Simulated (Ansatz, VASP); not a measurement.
One calculation of ZrC, two programs

File INCAR:

```
  ALGO = Normal
  EDIFF = 1E-6
  ENCUT = 520
  GGA = CA
  ISIF = 2
  ISMEAR = 0
  LASPH = True
  LCHARG = False
  LREAL = False
  LWAVE = False
  NBANDS = 15
  NELM = 100
  PREC = Accurate
  SIGMA = 0.15
```

The input KPOINTS:

```
k-points
0
Gamma
  16 16 16
```

File POSCAR:

```
ZrC
1.0
    0.0000000000      2.3477650992      2.2666556343
    2.3477650992      0.0000000000      2.2666556343
    2.3477650992      2.3477650992      0.0000000000
Zr C
1 1
Direct
    0.4951207967      0.5048792033      0.5048792033
    0.0370573274     -0.0370573274     -0.0370573274
```

Input for Ansatz:

```yaml
crystal:
  lattice:
    - [0.0, 2.3477650992, 2.2666556343]
    - [2.3477650992, 0.0, 2.2666556343]
    - [2.3477650992, 2.3477650992, 0.0]
  atoms:
    - { symbol: Zr, position: [0.4951207967, 0.5048792033, 0.5048792033] }
    - { symbol: C, position: [0.0370573274, -0.0370573274, -0.0370573274] }
basis:
  ecutwfc: 520.0
kpoints:
  mp_grid: { grid: [16, 16, 16] }
hamiltonian:
  xc: lda
scf:
  occupations: { method: gaussian, width: 0.15 }
output:
  forces: true
  stress: true
  eigenvalues: true
  write_density: true
  write_potential: true
  elf: true
  volumetric_format: npy
```

Change from the starting cell: mode 4 frozen in at -0.172 Å, strain +e along z and -e/2 along x and y -0.0233.

Alike in both runs: task single point; functional LDA; k mesh 16 × 16 × 16; occupations gaussian, width 0.15 eV; no spin polarisation.

|  | VASP | Ansatz |
| --- | --- | --- |
| version | VASP 6.6.1 | Ansatz 0.2.0 |
| potentials or method | VASP PAW LDA potentials, release 64 (Zr_sv, C) | scalar-relativistic, plane waves, PAW |
| plane-wave cutoff (eV) | 520 | 520 |
| valence electrons in the cell | 16 | 16 |

|  | VASP | Ansatz | Ansatz less VASP |
| --- | --- | --- | --- |
| gap on the k mesh at the Fermi level (eV) | none | none | - |
| pressure (GPa) | 4.3 | 3.6 | -0.64 |
| largest component of the traceless stress (GPa) | 8.82 | 8.75 | -0.070 |
| rms of the force components (eV/Å) | 0.843 | 0.834 | -0.0092 |

Atom by atom the forces differ by 0.009 eV/Å (rms over components). A gap of «none» marks a metal or a gap that the smearing closes.

Caveats: forces of over 1 eV/Å show positions far from the minimum, so gaps and moduli don't describe the material at rest.
